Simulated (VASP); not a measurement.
From an Ansatz input to VASP: LiF (strained rocksalt)

Ansatz input

```yaml
crystal:
  lattice:
    - [0.0557395491, 1.9907651345, 1.9907651345]
    - [1.9907651345, 0.0557395491, 1.9907651345]
    - [1.9907651345, 1.9907651345, 0.0557395491]
  atoms:
    - { symbol: Li, position: [0.0, 0.0, 0.0] }
    - { symbol: F, position: [0.5, 0.5, 0.5] }
kpoints:
  mp_grid: { grid: [10, 10, 10] }
  band_path:
    path:
      - [0.0, 0.0, 0.0]
      - [0.5, 0.0, 0.5]
      - [0.625, 0.25, 0.625]
      - [0.375, 0.375, 0.75]
      - [0.5, 0.5, 0.5]
      - [0.5, 0.25, 0.75]
      - [0.036458, 0.036458, 0.067708]
    npoints: 1
hamiltonian:
  xc: r2scan
scf:
  occupations: { method: fixed }
  n_extra_bands: 4
output:
  forces: true
  stress: true
  eigenvalues: true
```

Task: Write VASP inputs for this cell and level of theory.

Result: 

INCAR

```
PREC = Accurate
ALGO = Normal
LREAL = .FALSE.
METAGGA = R2SCAN
EDIFF = 1E-7
NBANDS = 12
ENCUT = 520
IBRION = -1
ISMEAR = 0
NELM = 120
LCHARG = .FALSE.
SIGMA = 0.01
LWAVE = .FALSE.
ISIF = 2
NSW = 0
LASPH = .TRUE.
```

KPOINTS

```
KPOINTS created by Atomic Simulation Environment
0
Gamma
10 10 10
0 0 0
```

KPOINTS_OPT

```
special points
7
Reciprocal
0.0000000000 0.0000000000 0.0000000000 1
0.5000000000 0.0000000000 0.5000000000 1
0.6250000000 0.2500000000 0.6250000000 1
0.3750000000 0.3750000000 0.7500000000 1
0.5000000000 0.5000000000 0.5000000000 1
0.5000000000 0.2500000000 0.7500000000 1
0.0364580000 0.0364580000 0.0677080000 1
```

POSCAR

```
Li F
 1.0000000000000000
     0.0557395491000000    1.9907651344999999    1.9907651344999999
     1.9907651344999999    0.0557395491000000    1.9907651344999999
     1.9907651344999999    1.9907651344999999    0.0557395491000000
 Li  F
   1   1
Cartesian
  0.0000000000000000  0.0000000000000000  0.0000000000000000
  2.0186349090499993  2.0186349090499993  2.0186349090499993
```

VASP ran with the recommended PBE PAW datasets (10 valence electrons in the cell). Other inputs would serve too.

|  | Ansatz | VASP |
| --- | --- | --- |
| gap between bands v and c | 10.72 eV | 10.96 eV |
| least direct gap | 10.72 eV | 10.96 eV |
| pressure | 4.3 GPa | 3.6 GPa |

Datasets and cutoffs are each program's own. VASP's cell holds 10 valence electrons and Ansatz's 10. Ansatz's stress includes a Pulay correction; VASP's doesn't.
